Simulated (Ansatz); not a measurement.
Molecular dynamics on a 2×2×2 supercell (24 atoms) of Li₂O (Fm-3m), relaxed with r2SCAN. Forces come from r2SCAN in the plane-wave code Ansatz: a Langevin thermostat at fixed volume, 1700 K, steps of 1 fs. Computed, non-magnetic; the trajectory is short and the cell small, so nothing here is a converged average.

```yaml
crystal:
  lattice:
    - [0.0, 4.5727380435, 4.5727380435]
    - [4.5727380435, 0.0, 4.5727380435]
    - [4.5727380435, 4.5727380435, 0.0]
  atoms:
    - { symbol: Li, position: [0.125, 0.125, 0.125] }
    - { symbol: Li, position: [0.375, 0.375, 0.375] }
    - { symbol: O, position: [0.0, 0.0, 0.0] }
    - { symbol: Li, position: [0.125, 0.125, 0.625] }
    - { symbol: Li, position: [0.375, 0.375, 0.875] }
    - { symbol: O, position: [0.0, 0.0, 0.5] }
    - { symbol: Li, position: [0.125, 0.625, 0.125] }
    - { symbol: Li, position: [0.375, 0.875, 0.375] }
    - { symbol: O, position: [0.0, 0.5, 0.0] }
    - { symbol: Li, position: [0.125, 0.625, 0.625] }
    - { symbol: Li, position: [0.375, 0.875, 0.875] }
    - { symbol: O, position: [0.0, 0.5, 0.5] }
    - { symbol: Li, position: [0.625, 0.125, 0.125] }
    - { symbol: Li, position: [0.875, 0.375, 0.375] }
    - { symbol: O, position: [0.5, 0.0, 0.0] }
    - { symbol: Li, position: [0.625, 0.125, 0.625] }
    - { symbol: Li, position: [0.875, 0.375, 0.875] }
    - { symbol: O, position: [0.5, 0.0, 0.5] }
    - { symbol: Li, position: [0.625, 0.625, 0.125] }
    - { symbol: Li, position: [0.875, 0.875, 0.375] }
    - { symbol: O, position: [0.5, 0.5, 0.0] }
    - { symbol: Li, position: [0.625, 0.625, 0.625] }
    - { symbol: Li, position: [0.875, 0.875, 0.875] }
    - { symbol: O, position: [0.5, 0.5, 0.5] }
kpoints:
  mp_grid: { grid: [4, 4, 4] }
hamiltonian:
  xc: r2scan
scf:
  occupations: { method: fermi_dirac, width: 0.146 }
md:
  ensemble: nvt_langevin
  temperature: 1700
  timestep: 1.0
  n_steps: 30
  initial_velocities: maxwell_boltzmann
  seed: 81
```

Command: `ansatz run input.yaml --threads 4 --pin off --max-ram 3686MiB --backend cpu --events-out ev --progress --plain --runs-dir out`. It ended after 7.6 min on 4 threads of Arm Neoverse V1 (shared host), load about 1.0 per core; peak host memory 1.6 GiB.

```csv
step,t (fs),T (K),free energy F from step 0 (meV/atom),kinetic energy (meV/atom),largest force (eV/Å)
0,0,1629,0.0,210.6,0.00
1,1,1608,1.8,207.9,0.30
2,2,1513,7.2,195.6,0.62
3,3,1421,15.9,183.6,0.95
4,4,1315,27.8,170.0,1.34
5,5,1178,42.3,152.3,1.79
6,6,1102,58.9,142.4,2.24
7,7,975,76.9,126.0,2.69
8,8,842,95.3,108.8,3.12
9,9,722,112.9,93.4,3.49
10,10,644,129.2,83.2,3.78
11,11,587,144.0,75.9,3.98
12,12,552,156.5,71.4,4.10
13,13,513,164.4,66.3,4.02
14,14,528,167.1,68.3,3.83
15,15,600,166.2,77.5,3.62
16,16,572,162.8,74.0,3.37
17,17,602,157.9,77.8,3.08
18,18,643,151.6,83.1,2.73
19,19,721,144.6,93.2,2.66
20,20,774,137.8,100.0,2.72
21,21,805,130.9,104.1,2.75
22,22,953,124.2,123.2,2.78
23,23,1013,118.3,130.9,2.82
```

The temperature starts at 1629 K, is lowest at step 13 (513 K, 13 fs) and ends at 1013 K. The thermostat hasn't had time to restore it. The atoms start on their lattice sites with kinetic energy alone, so much of it first passes into potential energy. By the last step the atoms have moved 0.22 Å in the root mean square, the drift of the whole cell taken out, 0.44 Å at most. The job's limit cut the run after 23 of 30 steps.

Positions (Å) and forces (eV/Å) at step 23:
```
Li   1.150   1.071   1.254    -0.346  -0.045  -0.630
Li   3.430   3.529   3.720    -0.190  -0.127  -1.583
O    0.053  -0.244   0.022    -0.217   1.379   0.164
Li   3.440   3.531   1.218    -0.128   0.217   0.503
Li   5.664   5.974   3.524    -0.148  -1.120   0.077
O    2.196   2.377   0.094    -0.165  -0.086  -0.127
Li   3.409   1.054   3.015     0.205   0.470   1.852
Li   5.641   3.424   5.722    -0.066  -0.066  -0.331
O    2.226   0.025   2.154     0.360  -0.384   0.735
Li   5.637   3.375   3.332     0.497   1.255   0.665
Li   8.142   5.676   5.615    -1.080   0.088  -0.325
O    4.702   2.315   2.286    -1.164  -0.925  -0.309
Li   1.098   3.537   3.367     0.363  -0.270   0.332
Li   3.417   6.059   5.651     0.162  -1.308  -0.293
O   -0.368   2.264   2.343     2.802   0.161  -0.315
Li   3.323   5.810   3.528     0.126  -0.787  -0.665
Li   5.782   7.858   5.759    -0.001   0.312  -0.900
O    2.185   4.650   2.328     0.481  -0.994  -0.170
Li   3.339   3.325   5.795    -0.281   0.845  -0.181
Li   5.844   5.753   8.039    -0.948   0.078   0.414
O    2.469   2.263   4.414    -1.031  -0.358   0.669
Li   5.559   5.498   5.889     0.294   0.845  -0.809
Li   8.005   7.916   8.127    -0.548   0.742  -0.068
O    4.456   4.702   4.507     1.023   0.079   1.294
```
